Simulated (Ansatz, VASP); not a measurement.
**TiIn15P16 (Ti on the In site in InP): VASP beside Ansatz**

Wanted: the spread between two codes on one cell, functional and k mesh. The cell is taken from a series of runs on this material, whose earlier steps may have relaxed, scaled, displaced or heated it; both programs get it as it stands.

Calculated with Ansatz 0.2.0; plane waves, with VASP 6.6.1 beside it; HSE06.

## 1. The starting structure

The cell holds 32 atoms: 15 In, 1 Ti and 16 P. Cell: a = 10.323 Å, b = 10.323 Å, c = 10.323 Å, α = 109.5°, β = 109.5°, γ = 109.5°. It derives from InP (InP (F-43m)). Nearest the centre at fractional (0.250, 0.500, 0.250): Ti16 at 0.01 Å, P22 at 2.43 Å, P19 at 2.43 Å, P28 at 2.43 Å, P23 at 2.44 Å, In6 at 4.19 Å, In3 at 4.19 Å, In1 at 4.20 Å. The cell carries charge +1.

## 2. Ansatz: single point, HSE06

Ansatz runs on its default PAW (the set named soft_2) files.

A single point takes one fixed geometry, so differences don't come from the geometry; what else differs is listed under the comparison.

input.yaml reads:

```yaml
crystal:
  lattice:
    - [-5.96006837, 5.96006837, -5.96006837]
    - [5.96006837, 5.96006837, 5.96006837]
    - [5.96006837, -5.96006837, -5.96006837]
  atoms:
    - { symbol: In, position: [-0.000517368, 0.002053013, -0.001274741] }
    - { symbol: In, position: [-0.000514373, 0.249648839, 0.751132677] }
    - { symbol: In, position: [0.002659482, 0.50046653, 0.500329436] }
    - { symbol: In, position: [0.002673481, 0.751277923, 0.249579384] }
    - { symbol: In, position: [0.250295863, 0.000401047, 0.749581321] }
    - { symbol: In, position: [0.250301076, 0.252856779, 0.500361527] }
    - { symbol: Ti, position: [0.250262659, 0.500427422, 0.249554808] }
    - { symbol: In, position: [0.250282281, 0.751226151, 0.001995283] }
    - { symbol: In, position: [0.497872505, -0.001125819, 0.497149547] }
    - { symbol: In, position: [0.501070028, 0.252825974, 0.249563531] }
    - { symbol: In, position: [0.501070773, 0.500456295, 0.001894559] }
    - { symbol: In, position: [0.497906211, 0.748086035, 0.747987188] }
    - { symbol: In, position: [0.750308004, 0.000440123, 0.249580838] }
    - { symbol: In, position: [0.751845518, 0.249658416, -0.001229581] }
    - { symbol: In, position: [0.750335002, 0.500435167, 0.749581987] }
    - { symbol: In, position: [0.748618538, 0.74804105, 0.497162559] }
    - { symbol: P, position: [-0.001270718, -0.000914504, 0.748170329] }
    - { symbol: P, position: [0.000499512, 0.250675571, 0.501098309] }
    - { symbol: P, position: [0.014663112, 0.500472236, 0.249553127] }
    - { symbol: P, position: [0.000489765, 0.752011476, -0.000222521] }
    - { symbol: P, position: [0.250280868, 0.001800992, 0.499389018] }
    - { symbol: P, position: [0.250279219, 0.26482403, 0.249546209] }
    - { symbol: P, position: [0.250280186, 0.500421591, 0.01395139] }
    - { symbol: P, position: [0.250279334, 0.750208337, 0.750929962] }
    - { symbol: P, position: [0.500104115, 0.001791191, 0.249557232] }
    - { symbol: P, position: [0.501810932, 0.250665843, -0.000234504] }
    - { symbol: P, position: [0.500125653, 0.500466744, 0.750882744] }
    - { symbol: P, position: [0.48584137, 0.736068715, 0.485171618] }
    - { symbol: P, position: [0.748960067, -0.000870678, -0.001958759] }
    - { symbol: P, position: [0.748940754, 0.248881672, 0.74822159] }
    - { symbol: P, position: [0.75161617, 0.500453801, 0.499363788] }
    - { symbol: P, position: [0.751598826, 0.750223328, 0.249560904] }
  host:
    repeats: [1, 1, 1]
    atoms:
      - { symbol: In, position: [0.0, 0.0, 0.0] }
      - { symbol: In, position: [0.0, 0.25, 0.75] }
      # ... 30 more atoms of the perfect host
total_charge: 1
basis:
  ecutwfc: 420
  xc_grid: 2
hamiltonian:
  xc: hse06
kpoints:
  mp_grid: { grid: [1, 1, 1] }
scf:
  occupations: { method: fermi_dirac, width: 0.01 }
  max_iter: 120
output:
  forces: true
  charged_corrections:
    epsilon: 11.88
    static_epsilon: 15.08
    defect_position: [0.25, 0.5, 0.25]
  eigenvalues: true
checkpoint:
  read: "../relax0.run"
  write: "../point0.run"
  compress: false
  write_wavefunctions: true
  write_every: 100000
```

Started as:

```sh
> ansatz run input.yaml --threads 4 --pin off --max-ram 7536MiB --backend cpu --events-out ev --progress --plain --runs-dir out
```

Numbers of over 12 decimals in the logs are rounded to 6 here.

What it wrote:

```text
Warning: checkpoint.read: hamiltonian.xc differs: saved pbe, current hse06; the SCF iterates under this deck's functional from the saved state
exact exchange: scf.exx.singularity resolves to wigner_seitz, which cuts the screened interaction at the faces of the exchange supercell's Wigner-Seitz cell, so that each pair interacts once, at the shortest of its separations (the periodic images that this leaves out come, for a point-like exchange hole, to about 0.008 eV on a filled level). The cut falls within the interaction's reach, and what an exchange supercel [...]
Engine: ansatz 0.2.0, aarch64-unknown-linux-gnu
Pseudopotentials: kind: paw
Pseudopotential: In, paw, valence charge 13, recommended cutoff 420 eV (normal), In.paw.azcp
Pseudopotential: Ti, paw, valence charge 12, recommended cutoff 420 eV (normal), Ti.paw.azcp
Pseudopotential: P, paw, valence charge 5, recommended cutoff 420 eV (normal), P.paw.azcp
Functional definition: HSE06
  parameter a = 0.25
  parameter omega = 0.11/bohr
  exchange = pbe_x - a*pbe_x_sr(omega) + a*exact_x_sr(omega)
  correlation = pbe_c
Crystal: 32 atoms, lattice volume = 846.864 Å³
Basis set: ecut = 420 eV, 16487 PW (Γ), exchange–correlation on 144×144×144 points (8 copies of the dense FFT grid, shifted against one another)
Bands: 175, of which v1, the nominal top of the filled ones, is band 143 counted from 1 (142 counted from 0)
Symmetry: 1 space group operations
Space group: P1 (ITA 1), of the structure as read, at distance tolerance 9.5e-5 Å
k-points: 1
Non-local potential: In, projectors of the file, l = 0: 2, l = 1: 2, l = 2: 2, l = 3: 2
Non-local potential: Ti, projectors of the file, l = 0: 3, l = 1: 2, l = 2: 3, l = 3: 1
Non-local potential: P, projectors of the file, l = 0: 2, l = 1: 2, l = 2: 2
PAW form: soft (Blöchl's): semilocal exchange-correlation on the pseudo side does not see the compensation charge
PAW frozen core: In, regenerated for the run's functional, and the local potential with it (the file was generated under x = pbe(κ = 0.804, μ = 0.219515), c = pbe(β = 0.066725))
PAW frozen core: Ti, regenerated for the run's functional, and the local potential with it (the file was generated under x = pbe(κ = 0.804, μ = 0.219515), c = pbe(β = 0.066725))
PAW frozen core: P, regenerated for the run's functional, and the local potential with it (the file was generated under x = pbe(κ = 0.804, μ = 0.219515), c = pbe(β = 0.066725))
PAW one-centre angular grid: In, 590 points (default); XC on 64 Gauss nodes
PAW one-centre angular grid: Ti, 590 points (default); XC on 64 Gauss nodes
PAW one-centre angular grid: P, 110 points (default); XC on 64 Gauss nodes
Initial density: read from a saved state, or passed on in memory by an earlier SCF of this step, an earlier step, the calling program or the single point that the run made first
Initial wavefunctions: pseudopotential atomic-orbital guess
Functional: x = pbe(κ = 0.804, μ = 0.219515), c = pbe(β = 0.066725), warm-up for x = pbe(κ = 0.804, μ = 0.219515) + 0.25 (exact − pbe) at short range (hse, ω = 0.207870 Å⁻¹), c = pbe(β = 0.066725); HSE06 as pw.x's `hse` composes it (authors' and Libxc's form: `xc: wpbeh`)
iter 1 solved again at ethr=2.78e-4 eV; its pass at ethr=1.00e-1 eV (dr2=7.95e-1 eV) is discarded
SCF iter   1: F=—  HF=-98571.291076 eV  |F-HF|=—  |Δ(HF+E_count)|=         —  Δρ=6.05e-3  dr2=8.50e-1  ethr=2.78e-4  ⟨swp⟩=14.0  Hψ=1203  notcnv=0
preconditioner: auto → none  [insulator: Δε(μ)=0.835 eV  Ē_g=12.602 eV  σ=0.010 eV  W_gap=1.00  n_scr=176 (ndim 8)  ℏωp=21.3 eV  f_vac=0.020  D(μ)=0.00/eV (n_scr^D=0)]
SCF iter   2: F=—  HF=-98572.528689 eV  |F-HF|=—  |Δ(HF+E_count)|=    1.24e0  Δρ=2.03e-2  dr2=1.08e1  ethr=2.78e-4  ⟨swp⟩=9.0  Hψ=518  notcnv=0  defer=2  recentre
iter 3 solved again at ethr=7.06e-6 eV; its pass at ethr=2.78e-4 eV (dr2=2.02e-2 eV) is discarded
[...]
Exchange kernel: α = 0.2500, screened, ω = 0.2079 Å⁻¹, Wigner–Seitz truncation, v(0) = 891.2119 eV·Å³, q-mesh 1×1×1, nearest image of the exchange supercell L = 10.32 Å, pair-density grid 40×40×40, without the augmentation charges, whose exchange is taken in its separable form (sized by the pseudopotential files, 60×60×60 at the most)
Frozen-core exchange: fock
SCF iter   1: F=—  HF=-98638.922773 eV  |F-HF|=—  |Δ(HF+E_count)|=         —  Δρ=1.04e-2  dr2=1.90e0  ethr=2.73e-8  ⟨swp⟩=17.0  Hψ=1344  notcnv=0
preconditioner: auto → none  [insulator: Δε(μ)=1.577 eV  Ē_g=14.674 eV  σ=0.010 eV  W_gap=1.00  n_scr=176 (ndim 8)  ℏωp=21.3 eV  f_vac=0.025  D(μ)=0.00/eV (n_scr^D=0)]
SCF iter   2: F=—  HF=-98638.685353 eV  |F-HF|=—  |Δ(HF+E_count)|=   2.37e-1  Δρ=2.01e-3  dr2=1.11e-1  ethr=2.73e-8  ⟨swp⟩=9.0  Hψ=917  notcnv=0
SCF iter   3: F=—  HF=-98638.780454 eV  |F-HF|=—  |Δ(HF+E_count)|=   9.51e-2  Δρ=2.04e-3  dr2=5.04e-2  ethr=2.73e-8  ⟨swp⟩=8.0  Hψ=924  notcnv=0
SCF iter   4: F=—  HF=-98638.771921 eV  |F-HF|=—  |Δ(HF+E_count)|=   8.53e-3  Δρ=4.52e-4  dr2=3.38e-3  ethr=2.73e-8  ⟨swp⟩=6.0  Hψ=819  notcnv=0
SCF iter   5: F=—  HF=-98638.777163 eV  |F-HF|=—  |Δ(HF+E_count)|=   5.24e-3  Δρ=4.17e-4  dr2=6.95e-3  ethr=2.73e-8  ⟨swp⟩=5.0  Hψ=726  notcnv=0
SCF iter   6: F=—  HF=-98638.776118 eV  |F-HF|=—  |Δ(HF+E_count)|=   1.04e-3  Δρ=6.04e-5  dr2=8.72e-5  ethr=2.73e-8  ⟨swp⟩=5.0  Hψ=672  notcnv=0
SCF iter   7: F=—  HF=-98638.776257 eV  |F-HF|=—  |Δ(HF+E_count)|=   1.39e-4  Δρ=8.03e-5  dr2=1.11e-4  ethr=2.17e-8  ⟨swp⟩=6.0  Hψ=432  notcnv=0
SCF iter   8: F=-98638.776239 eV  HF=-98638.776240 eV  |F-HF|=1.51e-6  |Δ(HF+E_count)|=   1.64e-5  Δρ=1.24e-5  dr2=7.08e-6  ethr=2.17e-8  ⟨swp⟩=4.0  Hψ=355  notcnv=0
SCF 2 stopped early in 8 iterations: F = -98638.776239 eV  dr2 = 7.08e-6
  Residual-converged pass: ⟨swp⟩=5.0  Hψ=520  notcnv=0  max |occ|·‖R‖ = 5.6e-6 eV (tolerance 6.7e-6 eV)  dr2=7.11e-6  dr2_onsite=1.11e-7  max |Δocc| = 0.0e0
hybrid outer 1: dexx = +1.213e-1 eV, tail = 1.24e-4 eV
Exchange kernel: α = 0.2500, screened, ω = 0.2079 Å⁻¹, Wigner–Seitz truncation, v(0) = 891.2119 eV·Å³, q-mesh 1×1×1, nearest image of the exchange supercell L = 10.32 Å, pair-density grid 40×40×40, without the augmentation charges, whose exchange is taken in its separable form (sized by the pseudopotential files, 60×60×60 at the most)
Frozen-core exchange: fock
SCF iter   1: F=—  HF=-98638.772807 eV  |F-HF|=—  |Δ(HF+E_count)|=         —  Δρ=5.49e-5  dr2=2.31e-5  ethr=2.17e-7  ⟨swp⟩=8.0  Hψ=419  notcnv=0
preconditioner: auto → none  [insulator: Δε(μ)=1.645 eV  Ē_g=14.566 eV  σ=0.010 eV  W_gap=1.00  n_scr=176 (ndim 8)  ℏωp=21.3 eV  f_vac=0.025  D(μ)=0.00/eV (n_scr^D=0)]
SCF iter   2: F=—  HF=-98638.772806 eV  |F-HF|=—  |Δ(HF+E_count)|=   1.25e-6  Δρ=1.08e-5  dr2=3.48e-6  ethr=6.14e-9  ⟨swp⟩=4.0  Hψ=453  notcnv=0
SCF iter   3: F=—  HF=-98638.772810 eV  |F-HF|=—  |Δ(HF+E_count)|=   3.81e-6  Δρ=8.60e-6  dr2=6.44e-7  ethr=8.15e-10  ⟨swp⟩=5.0  Hψ=496  notcnv=0  defer=2
SCF iter   4: F=—  HF=-98638.772810 eV  |F-HF|=—  |Δ(HF+E_count)|=   1.77e-7  Δρ=2.34e-6  dr2=6.78e-8  ethr=2.11e-10  ⟨swp⟩=5.0  Hψ=408  notcnv=0
SCF iter   5: F=—  HF=-98638.772810 eV  |F-HF|=—  |Δ(HF+E_count)|=   1.58e-7  Δρ=1.65e-6  dr2=1.18e-7  ethr=1.43e-11  ⟨swp⟩=7.0  Hψ=520  notcnv=0  defer=2
SCF iter   6: F=—  HF=-98638.772810 eV  |F-HF|=—  |Δ(HF+E_count)|=   1.84e-8  Δρ=6.03e-7  dr2=1.87e-8  ethr=1.43e-11  ⟨swp⟩=4.0  Hψ=391  notcnv=0
SCF iter   7: F=-98638.772810 eV  HF=-98638.772810 eV  |F-HF|=1.31e-10  |Δ(HF+E_count)|=   3.59e-9  Δρ=2.25e-7  dr2=8.64e-10  ethr=5.51e-12  ⟨swp⟩=4.0  Hψ=357  notcnv=0
SCF 3 converged in 7 iterations: F = -98638.772810 eV  dr2 = 8.64e-10
  Residual-converged pass: ⟨swp⟩=3.0  Hψ=366  notcnv=0  max |occ|·‖R‖ = 1.6e-6 eV (tolerance 1.8e-6 eV)  dr2=8.93e-10  dr2_onsite=4.74e-11  max |Δocc| = 0.0e0
hybrid outer 2: dexx = +4.549e-6 eV, tail = 2.17e-8 eV, Δε = 1.34e-3 eV (about 2.10e-5 eV left of the loop's levels), ΔF = 4.18e-3 eV/Å (tail 4.80e-4)
hybrid SCF converged: 2 outer / 15 inner (+9 warm-up), last move |dexx| = 4.55e-6 eV, tail = 2.17e-8 eV
Stability not checked: this state was not tested for a lower state beside it, because the functional holds exact exchange (a hybrid, or Hartree-Fock), whose exchange loop this test does not read (fock_operator; see scf.lower_state_search)
Free energy (F): -98638.772809 eV
Frozen-core exchange: fock
Harris-Foulkes:  -98638.772809 eV  (|F-HF|=1.31e-10)
Internal energy: -98638.772809 eV  (E = F + TS)
E sigma→0 (E₀):  -98638.772809 eV
Fermi energy:    6.504610 eV
--- Per-component energies (eV) ---
  E_band       = -1639.571365
  E_kinetic    = 5010.490025
  E_local      = -22782.362958  (includes V_loc(G=0)·N_el)
  E_nonlocal   = 6051.334018
  E_hartree    = 8993.916881
  E_xc         = -3422.494317
  E_vxc        = -2049.150713  (∫ρ·V_xc dr)
  E_exx        = -650.715171  (= α·E_x^exact, valence–valence)
  E_paw        = -72791.341377  (= ΣΔE_a)
  E_vpaw       = -4556.283026  (= ΣTr[D̂ρ^β])
  E_aug_tail   = 0.000556  (compensation charges beyond the density's cutoff)
  E_ewald      = -19053.886534
  E_core_change = 6.286058  (= ΣΔE_core)
  E_smearing   = -0.000000  (= −TS)
  E_closure    = 0.000009  (closes the sum)
  E_deformation_potential = 12.396073  (in the stress; not in F)
  Σ components = -98638.772809   (vs F -98638.772809, Δ=0.00e0)
--- Forces (eV/Å), atoms counted from 1 ---
  atom   1  In     0.02801839     0.02759088     0.04769854
  atom   2  In     0.02778644    -0.04813848    -0.02853122
  atom   3  In    -0.02805548     0.02738959    -0.04864986
  atom   4  In    -0.02824816     0.04759742    -0.02801578
  atom   5  In     0.00090121     0.00058663     0.00088207
  atom   6  In     0.04791160     0.02767255     0.02804488
  atom   7  Ti     0.00080050     0.00059722     0.00039029
  atom   8  In     0.04760378    -0.02767671    -0.02749921
  atom   9  In    -0.02809005    -0.02870708     0.04716275
  atom  10  In     0.02824084     0.04922431     0.02822178
  atom  11  In     0.02852517    -0.02911423    -0.04889502
  atom  12  In    -0.02832817    -0.04811577     0.02756045
  atom  13  In    -0.00014942     0.00062922     0.00020302
  atom  14  In    -0.04832599     0.02857040    -0.02912321
  atom  15  In     0.00033830     0.00022562     0.00119544
  atom  16  In    -0.04846095    -0.02766046     0.02767727
  atom  17  P      0.06763731     0.00024325    -0.00098547
  atom  18  P     -0.00045196     0.06666577     0.00065481
  atom  19  P     -0.12388811     0.12276945    -0.12296204
  atom  20  P     -0.00042012    -0.00029828    -0.06722982
  atom  21  P     -0.06715431     0.00010886    -0.00022814
  atom  22  P      0.12330803     0.12246222     0.12281314
  atom  23  P      0.12296008    -0.12258737    -0.12262896
  atom  24  P     -0.06665847     0.00103656     0.00096850
  atom  25  P     -0.00027961    -0.06764230    -0.00034566
  atom  26  P      0.06655489    -0.00126949     0.00074544
  atom  27  P     -0.00033443     0.00016325     0.06732486
  atom  28  P     -0.12373058    -0.12247693     0.12273904
  atom  29  P      0.00037622     0.06671785    -0.00007111
  atom  30  P      0.00063777     0.00084392    -0.06684266
  atom  31  P      0.00027085    -0.00100028     0.06684612
  atom  32  P      0.00066605    -0.06647273     0.00088851
  max |Σ_I F_I| component: 6.52e-5 eV/Å
--- Charged-cell corrections in eV (Makov–Payne, q = +1.000 e, ε = 11.880 of the electrons, 15.080 with the ions) ---
  F (periodic)     = -98638.772809  (uncorrected; the corrections below are reported, never added to it)
  E_corr1          = +0.185027  (monopole, q²α_M/2εL)
  F Makov-Payne    = n/a  (the rows are of the electrons' constant alone; ansatz place-levels tells what screens the charge)
  no potential alignment in this run, which stands beside a crystal: run the host's input off ansatz write-host-input, and read the two finished runs by ansatz place-levels (neither reads a slab, a wire or a sheet, whose cell leaves a vacuum)
--- Band table (eV) ---
  k-point 0: bands = [... 139 lower, 4.9742, 5.6762, 5.6763, 5.6764, 7.3219, 7.6867, 7.6868, 8.1588, ... 28 higher]
```

In the SCF lines HF is the Harris–Foulkes energy and dr2 the Hartree energy of the density residual, in eV; the loop may stop once dr2 is under the threshold and the program's other checks hold. Hψ counts applications of the Hamiltonian.

(Part 1 of 2 ends here.)

[Lines on the potential files, build, host, timing and source positions are cut from VASP's logs without a mark.]

[Logs are printed without paths, hosts, clocks, repeated set-up lines and the standing remarks that a program may print on its own settings, such as how far it seeks lower states.]

[Hosts, paths, dates, database ids (printed as entryN), source tags and the programs' standing remarks are cut or masked in the printed files.]
